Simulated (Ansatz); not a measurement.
# SiC — quadrupolar parameters

The cell is an entry of the Crystallography Open Database (COD) whose atoms were relaxed with PBE, the cell held.

```
Si C
1.0
     3.07600    0.00000    0.00000
    -1.53800    2.66389    0.00000
     0.00000    0.00000    5.04800
Si C
2 2
Direct
  0.33333 0.66667 0.00450
  0.66667 0.33333 0.50450
  0.33333 0.66667 0.38050
  0.66667 0.33333 0.88050
```

Sites (sets of like atoms) are named by element and the number of their first atom in this list.

Computed with Ansatz: DFT, r2SCAN, plane waves and PAW, scalar-relativistic, 500 eV cutoff, Γ-centred 16×16×9 k-points, Fermi–Dirac smearing 0.02 eV.

C_Q = eQV_zz/h, which is 24.18 MHz for Q = 1 b and V_zz = 10²¹ V/m²; η = (V_xx − V_yy)/V_zz.

Problem. Give the quadrupolar parameters of the distinct sites.

Solution. 

| site | atoms (order as listed) | first shell | V_zz (10²¹ V/m²) | η | C_Q (MHz) |
| --- | --- | --- | --- | --- | --- |
| Si | 1, 2 | 4 C at 1.88–1.90 Å | 0.37 | 0.00 | – |
| C | 3, 4 | 4 Si at 1.88–1.90 Å | 0.20 | 0.00 | – |

An axis of threefold or higher order runs through Si and C, so V_zz lies along it and η is zero.

Si, C have no stable isotope with a ground-state quadrupole moment in the table, so no C_Q is given.
